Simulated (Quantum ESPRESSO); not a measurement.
## TiO2 in Quantum ESPRESSO: the effect of functional

Crystal: TiO2.

```xyz
6
Lattice="4.5998 0.0000 0.0000 0.0000 4.5998 0.0000 0.0000 0.0000 2.9592" Properties=species:S:1:pos:R:3 pbc="T T T"
Ti    0.0000    0.0000    1.4796
Ti    2.2999    2.2999    0.0000
O     1.3998    1.3998    1.4796
O     0.9001    3.6997    0.0000
O     3.6997    0.9001    0.0000
O     3.2000    3.2000    1.4796
```

The cell is a database's computed one.

Alike in all runs:

```yaml
Program: Quantum ESPRESSO 7.5
Task: dielectric tensor
Cutoff: 1143 eV
Density_cutoff: 4572 eV
k_mesh: 4 × 4 × 6, shifted
Occupations: fermi-dirac, width 0.05 eV
Spin: no spin polarisation
```

Problem. One run gave: pressure -9.3 GPa; largest force 0.14 eV/Å; dielectric constant 7.95 mean. Which functional did it use?
A. WC
B. BLYP
C. PBE
D. PBEsol
E. LDA

Solution. E.

```csv
functional,potentials or basis,pressure (GPa),largest force (eV/Å),dielectric constant (mean)
LDA,PseudoDojo 0.4.1 SR LDA standard,-9.3,0.14,7.95
PBE,PseudoDojo 0.4.1 SR PBE standard,3.6,0.02,7.76
PBEsol,PseudoDojo 0.4.1 SR PBEsol standard,-3.4,0.08,7.86
WC,PseudoDojo 0.4.1 SR PBE standard,-2.7,0.06,7.81
BLYP,PseudoDojo 0.4.1 SR PBE standard,10.2,0.07,7.69
```

Caveats: the cell is more than 3 GPa from zero pressure, which shifts response properties (some runs); the potentials were made for another functional, which shifts forces and pressure (some runs).
